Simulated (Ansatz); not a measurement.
# HfO2: band structure with HSE06

Crystal: HfO2.

```
Hf O
1.0
     3.55802    0.00000    0.00000
     0.00000    3.55802    0.00000
     0.00000    0.00000    5.17186
Hf O
2 4
Cartesian
  0.0000 0.0000 0.0000
  1.7790 1.7790 2.5859
  0.0000 1.7790 1.0199
  1.7790 0.0000 1.5660
  1.7790 0.0000 4.1519
  0.0000 1.7790 3.6059
```

Measurements of this composition are mostly on another form, of space group No. 14.

```json
{
  "Program": "Ansatz 0.2.0",
  "Task": "band structure",
  "Functional": "HSE06",
  "Potentials or basis": "Ansatz PAW",
  "Cutoff": "420 eV (not typed: the program's choice for these potentials)",
  "k mesh": "6 × 6 × 4",
  "Occupations": "fermi-dirac, width 0.05 eV",
  "Spin": "no spin polarisation",
  "Path": "[[\"G\", \"X\", \"M\", \"G\", \"Z\", \"R\", \"A\", \"Z\"], [\"X\", \"R\"], [\"M\", \"A\"]]",
  "Points for each segment of the path": "4"
}
```

```yaml
Pressure: 4.0 GPa
Largest_force: 0.110 eV/Å
Band_gap_on_the_k_mesh: 6.42 eV, indirect (least direct gap 6.50 eV)
Band_gap_along_the_path: 6.42 eV, indirect (least direct gap 6.50 eV)
```

Forces on the atoms (eV/Å):
```
Hf   0.000  0.000  0.000
Hf   0.000  0.000  0.000
O    0.000  0.000  0.110
O    0.000  0.000 -0.110
O    0.000  0.000 -0.110
O    0.000  0.000  0.110
```

Stress tensor (GPa, compression positive):
```
4.30 0.00 0.00
0.00 4.30 0.00
0.00 0.00 3.32
```

Levels at the corners of the path, in eV from the valence-band top:
```csv
point,band 36,band 37,band 38,band 39,band 40,band 41
Γ,-0.17,-0.08,-0.08,6.42,6.47,7.73
X,-1.54,-0.18,-0.18,6.86,6.86,7.98
M,-0.85,-0.52,-0.52,7.51,7.51,8.04
Γ,-0.17,-0.08,-0.08,6.42,6.47,7.73
Z,-0.72,0.00,0.00,7.20,7.20,7.49
R,-1.52,-1.05,-1.05,7.03,7.03,7.43
A,-1.53,-0.02,-0.02,7.83,7.83,8.11
Z,-0.72,0.00,0.00,7.20,7.20,7.49
X,-1.54,-0.18,-0.18,6.86,6.86,7.98
R,-1.52,-1.05,-1.05,7.03,7.03,7.43
M,-0.85,-0.52,-0.52,7.51,7.51,8.04
A,-1.53,-0.02,-0.02,7.83,7.83,8.11
```

Wall time 2 min on 1 × NVIDIA H100 80GB HBM3 with 2 threads of AMD EPYC 7R13 Processor (Zen 3) (shared host), peak memory 3.2 GiB.

Caveat: the pressure holds a Pulay correction of +0.6 GPa for the finite cutoff; spin-orbit coupling is left out, which moves the levels of the heavy elements; the PAW data sets come from PBE, with cores solved anew for the run's functional, which leaves a small shift of forces and pressure; the thresholds are loose for stress.
